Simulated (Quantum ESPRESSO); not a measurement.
# Sb under changes of volume

One of the cells (26.213 Å³/atom); the others are scaled copies at fixed shape and fractional positions:

```xyz
1
Lattice="-1.8713 1.8713 1.8713 1.8713 -1.8713 1.8713 1.8713 1.8713 -1.8713" Properties=species:S:1:pos:R:3 pbc="T T T"
Sb    0.0000    0.0000    0.0000
```

This isn't the form of Sb at room conditions, which is rhombohedral.

* Program: Quantum ESPRESSO 7.5
* Functional: r2SCAN
* Potentials or basis: SG15 PBE 1.2
* Cutoff: 952 eV
* Density cutoff: 3810 eV
* k mesh: 8 × 8 × 8
* Occupations: fermi-dirac, width 0.05 eV
* Spin: no spin polarisation

| volume (Å³/atom) | energy over the lowest point (meV/atom) | pressure (GPa) |
| --- | --- | --- |
| 24.640 | 21.99 | 4.7 |
| 25.165 | 9.67 | 3.0 |
| 25.689 | ? | ? |
| 26.213 | 0.00 | 0.2 |
| 26.737 | 1.21 | -0.9 |
| 27.262 | 5.54 | -1.8 |
| 27.786 | 12.78 | -2.8 |

Problem. What does the run at 25.689 Å³/atom give?

Solution. Energy over the lowest point 2.59 meV/atom; pressure 1.5 GPa.

Worked out: A Birch-Murnaghan fit of order 3 (a polynomial in V^(-2/3)) to the other rows has its minimum at 26.30 Å³/atom with B0 = V·E''(V) = 57 GPa and B' = 7.0. It gives 2.62 meV/atom at 25.689 Å³/atom, against the run's 2.59, and -dE/dV = 1.4 GPa, against 1.5.

Energies are extrapolated to zero smearing.

Caveats: the potentials were made for another functional, which shifts forces and pressure.
